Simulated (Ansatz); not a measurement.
SiNi:

```
Ni Si
1.0
     5.17310    0.00000    0.00000
     0.00000    3.33810    0.00000
     0.00000    0.00000    5.60490
Ni Si
4 4
Direct
  0.99221 0.75000 0.81248
  0.50779 0.25000 0.31248
  0.49221 0.75000 0.68752
  0.00779 0.25000 0.18752
  0.67872 0.25000 0.91750
  0.82128 0.75000 0.41750
  0.17872 0.25000 0.58250
  0.32128 0.75000 0.08250
```

- Program: Ansatz 0.2.0
- Task: relaxation of cell and atoms
- Functional: RPBE
- Dispersion: D4
- Potentials or basis: Ansatz PAW
- Cutoff: 420 eV (not typed: the program's choice for these potentials)
- k mesh: 5 × 8 × 5
- Occupations: fermi-dirac, width 0.05 eV
- Spin: collinear spin, ferromagnetic start
- Starting moments: [1.0, 1.0, 1.0, 1.0, 0.0, 0.0, 0.0, 0.0] μB

At the start: volume 12.10 Å³/atom.

Q: How do energy, volume and symmetry change on relaxing?

A: It ends after 6 steps and the volume is 11.62 Å³/atom (-4.0 %); space group Pnma (No. 62, to 0.05 Å); moment 0.00 μB per cell.

The path:
```
step  energy change (eV)  largest force (eV/Å)  volume (Å³)
   1              0.0000                0.0743        96.79
   2             -0.0733                0.0607        94.72
   3             -0.0959                0.0478        92.64
   4             -0.0968                0.0166        92.95
   5             -0.0969                0.0029        92.96
   6             -0.0955                0.0029        92.96
```

Final structure:
```xyz
8
Lattice="5.0496 0.0000 0.0000 0.0000 3.3578 0.0000 0.0000 0.0000 5.4826" Properties=species:S:1:pos:R:3 pbc="T T T"
Ni    4.9941    2.5184    4.4634
Ni    2.5803    0.8395    1.7221
Ni    2.4693    2.5184    3.7605
Ni    0.0555    0.8395    1.0192
Si    3.4123    0.8395    5.0006
Si    4.1620    2.5184    2.2593
Si    0.8875    0.8395    3.2233
Si    1.6372    2.5184    0.4820
```

The cell as given is a measured one (12.10 Å³/atom); RPBE+D4 puts the equilibrium volume -4.0 % from it, thermal expansion not counted.

Caveat: the plane-wave basis is chosen anew once the cell has moved, so the energies of steps on either side of that aren't comparable; pairwise dispersion overbinds metals, which lowers pressure and volume; the PAW data sets come from PBE, with cores solved anew for the run's functional, which leaves a small shift of forces and pressure; the starting moments weren't kept.
